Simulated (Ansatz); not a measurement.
Runs of Ansatz 0.2.0 on PbF2 (Fluorocronite). The structure is cubic, space group Fm-3m (No. 225). Conventional cell: a = 5.927 Å, b = 5.927 Å, c = 5.927 Å, α = 90.00°, β = 90.00°, γ = 90.00°. Pb (site symmetry m-3m) is surrounded by 8 F at 2.57 Å. Around F (site symmetry -43m) lie 4 Pb at 2.57 Å. 

```tsv
task	level	cell	cutoff (eV)	smearing	points for each segment of the path	gap on the mesh (eV)	pressure (GPa)
relaxation of cell and atoms	RPBE	relaxed	420	fermi-dirac 0.05 eV	-	4.53	0.0
band structure	BLYP	as given	420	fermi-dirac 0.05 eV	14	4.51	5.0
band structure	r2SCAN	as given	500	fermi-dirac 0.05 eV	14	(a)	-0.2
single point	PBE	as given	420	gaussian 0.012 eV	-	4.42	2.7
band structure	RPBE	as given	420	fermi-dirac 0.05 eV	14	(b)	5.9
```

Alike in all rows: potentials or basis Ansatz PAW; no spin polarisation; k mesh 8 × 8 × 8.

Q: Estimate the missing entries.

A: (a) 4.93; (b) 4.55.

Caveats: spin-orbit coupling is left out, which as a rule narrows the gap of such compounds by several tenths of an eV; the PAW data sets come from PBE, with cores solved anew for the run's functional, which leaves a small shift of forces and pressure (some runs); the plane-wave basis is chosen anew once the cell has moved, so the energies of steps on either side of that aren't comparable (some runs).

A k mesh can miss the band edges, and the runs leave out spin-orbit coupling on Pb.
